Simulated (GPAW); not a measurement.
Crystal: CuO.

```xyz
4
Lattice="3.4221 0.0000 0.0000 0.0000 3.4221 0.0000 0.0000 0.0000 4.2605" Properties=species:S:1:pos:R:3 pbc="T T T"
Cu    0.0000    1.7110    0.0000
Cu    1.7110    0.0000    2.1302
O     0.0000    0.0000    1.0651
O     0.0000    0.0000    3.1953
```

Measurements of this composition are mostly on another form, of space group No. 15.

Base run:

* Program: GPAW 26.7.0
* Functional: RPBE
* Potentials or basis: the program's PAW data sets (release 1.2.1) made for this functional
* Cutoff: 800 eV
* Basis: pw
* k mesh: 6 × 6 × 5
* Occupations: fermi-dirac, width 0.05 eV
* Spin: no spin polarisation

Its results: pressure 3.0 GPa.

After a change of settings the same cell gave: pressure -13.2 GPa. Which change was it?
A. functional from RPBE to LDA
B. functional from RPBE to SCAN; potentials or basis from the program's PAW data sets (release 1.2.1) made for this functional to GPAW PAW data sets (gpaw-data 1.2.1)
C. functional from RPBE to r2SCAN; potentials or basis from the program's PAW data sets (release 1.2.1) made for this functional to GPAW PAW data sets (gpaw-data 1.2.1)
D. functional from RPBE to BLYP; potentials or basis from the program's PAW data sets (release 1.2.1) made for this functional to PAW data sets generated in the run's folder for this functional

A.

LDA binds more tightly than RPBE, so the same cell stands under less pressure.

Caveats: with this Cu data set, volumes or pressures lay over 1.5 % or 2 GPa off other programs in two to four cells of ten; the run has no spin polarisation, though such a crystal can be magnetic.
